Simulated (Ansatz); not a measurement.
**Co: what SCF settings change**

Wanted: the cost and the effect of other mixers, smearings and limits on one cell of Co. System: Co, the measured crystal structure (space group P6_3/mmc); the cell holds 2 atoms. Source: COD entry 9012950; the sample's temperature and pressure aren't taken into account.

Method: DFT PBE, PAW, plane waves, scalar-relativistic, in Ansatz 0.2.0.

### Step 1. The system as given

Symmetry: P6_3/mmc, No. 194, hexagonal system. Conventional cell: a = 2.505 Å, b = 2.505 Å, c = 4.089 Å, α = 90.00°, β = 90.00°, γ = 120.00°. Around Co (site symmetry -6m2) lie 12 Co at 2.50 to 2.51 Å.

As a file:

```
Co
1.0
     2.50540    0.00000    0.00000
    -1.25270    2.16974    0.00000
     0.00000    0.00000    4.08930
Co
2
Cartesian
  0.0000 1.4465 1.0223
  1.2527 0.7232 3.0670
```

Labels such as Co2 number the atoms in the order of the input file.

Changes shown after the default run: cold smearing, width 0.3 eV; Broyden, β 0.7, preconditioner Resta; Broyden, β 0.5, history 8, no preconditioner; density-residual threshold 1e-3 eV; Gaussian smearing, width 2.0 eV; Anderson, β 0.8, history 12, no preconditioner; Anderson, β 0.02, history 8, no preconditioner; iteration limit 15; Anderson, β 1.0, backtracking line search.

The search for lower states is off throughout, and inputs that name a mixer don't switch to direct minimisation unless they say so. Spin is collinear, with starting moments Co1 3.00, Co2 3.00 μB. β is the mixing step of the charge; the magnetisation has a step of its own, which the program sets unless it is named.

### Step 2. Default SCF settings

Contents of input.yaml:

```yaml
crystal:
  lattice:
    - [2.50539998, 0.0, 0.0]
    - [-1.25269999, 2.16974003, 0.0]
    - [0.0, 0.0, 4.0893]
  atoms:
    - { symbol: Co, position: [0.33333333, 0.66666667, 0.25], spin: 3.0 }
    - { symbol: Co, position: [0.66666667, 0.33333333, 0.75], spin: 3.0 }
magnetization:
  spin_polarized: true
hamiltonian:
  xc: pbe
  pseudopotentials: { kind: paw }
basis:
  ecutwfc: 420
kpoints:
  mp_grid: { grid: [14, 14, 7] }
scf:
  occupations: { method: fermi_dirac, width: 0.05 }
  lower_state_search: "off"
output:
  forces: true
  stress: true
```

Launch:

```bash
$ ansatz run input.yaml --threads 2 --pin off --max-ram 5120MiB --backend cpu --events-out ev --progress --plain --runs-dir out
```

The runs that follow: Cold smearing, width 0.3 eV; Broyden, β 0.7, preconditioner Resta; Broyden, β 0.5, history 8, no preconditioner; Density-residual threshold 1e-3 eV; Gaussian smearing, width 2.0 eV; Anderson, β 0.8, history 12, no preconditioner; Anderson, β 0.02, history 8, no preconditioner; Iteration limit 15; Anderson, β 1.0, backtracking line search.

Q: What does this run give, and which of the planned changes alter effort or result? Wanted: largest shift of the free energy by occupations, cutoff, mesh or field.

The runs gave:

| quantity | value |
| --- | --- |
| default run | 10 iterations, ferromagnetic, site moments Co1 1.71, Co2 1.71 μB, total 3.28 μB per cell, no gap on the k-mesh |
| fewest iterations to that state among the runs shown | 9 (iteration limit 15) |
| most iterations to it | 58 (Anderson, β 0.02, history 8, no preconditioner) |
| runs that end in another state, among changes of path alone | 0 |
| largest shift of the free energy by occupations, cutoff, mesh or field | -1569 meV/atom (Gaussian smearing, width 2.0 eV) |

**Reading.** 7 runs solve the same problem and reach the default's state, in 9 to 58 iterations: there the settings change the path, not the answer. Occupations, cutoff, mesh and fields change the problem that is solved, not just the path; the largest shift here is that of “Gaussian smearing, width 2.0 eV”. Other settings tried on this cell gave no result: linear mixing, β 0.7, no preconditioner (not converged after 80 iterations, cycles). Counts include iterations that the program adds to test a close, so a difference of one or two ranks nothing. The starting density is a sum of atomic densities.
